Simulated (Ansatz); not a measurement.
# Li2S: the cost of one run

Program: Ansatz 0.2.0. Level of theory: DFT PBE, scalar-relativistic, plane waves, PAW. These are calculated values, not measurements.

1 further run of the same task is left out (set aside as unsound or not needed).

## Step 1: The structure to begin with

It takes space group Fm-3m (No. 225, cubic). Conventional cell: a = 5.708 Å, b = 5.708 Å, c = 5.708 Å, α = 90.00°, β = 90.00°, γ = 90.00°. Li (site symmetry -43m) is surrounded by 4 S at 2.47 Å. S (site symmetry m-3m) has 8 Li at 2.47 Å as nearest neighbours.

Coordinates:

```cif
data_structure
_symmetry_space_group_name_H-M 'P 1'
_symmetry_Int_Tables_number 1
_cell_length_a 4.0362
_cell_length_b 4.0362
_cell_length_c 4.0362
_cell_angle_alpha 60.000
_cell_angle_beta 60.000
_cell_angle_gamma 60.000
_cell_volume 46.49
loop_
_atom_site_label
_atom_site_type_symbol
_atom_site_fract_x
_atom_site_fract_y
_atom_site_fract_z
_atom_site_occupancy
Li1 Li 0.25000 0.25000 0.25000 1
Li2 Li 0.75000 0.75000 0.75000 1
S1 S 0.00000 0.00000 0.00000 1
```

The structure comes from the Crystallography Open Database.

## Step 2: A distortion that keeps the symmetry

Against the listed cell: strain xx, yy, zz, yz, xz, xy = -2.1, -2.1, -2.1, +0.0, +0.0, +0.0 %.

Contents of input.yaml:

```yaml
crystal:
  lattice:
    - [0.0, 2.79475096, 2.79475096]
    - [2.79475096, 0.0, 2.79475096]
    - [2.79475096, 2.79475096, 0.0]
  atoms:
    - { symbol: Li, position: [0.25, 0.25, 0.25] }
    - { symbol: Li, position: [0.75, 0.75, 0.75] }
    - { symbol: S, position: [0.0, 0.0, 0.0] }
basis:
  ecutwfc: 420
kpoints:
  mp_grid: { grid: [8, 8, 8] }
hamiltonian:
  xc: pbe
scf:
  occupations: { method: gaussian, width: 0.02 }
output:
  forces: true
  stress: true
  eigenvalues: true
  populations: true
  write_density: true
  write_potential: true
  elf: true
  volumetric_format: npy
```

Command:

```console
$ ansatz run input.yaml --threads 1 --pin off --max-ram 1331MiB --backend cpu --events-out ev --progress --plain --runs-dir out
```

**Question.** How long does this run take on 1 thread of an x86-64 CPU, shared host, and how much memory does it need?

About 3 s, with a peak of 0.31 GiB.
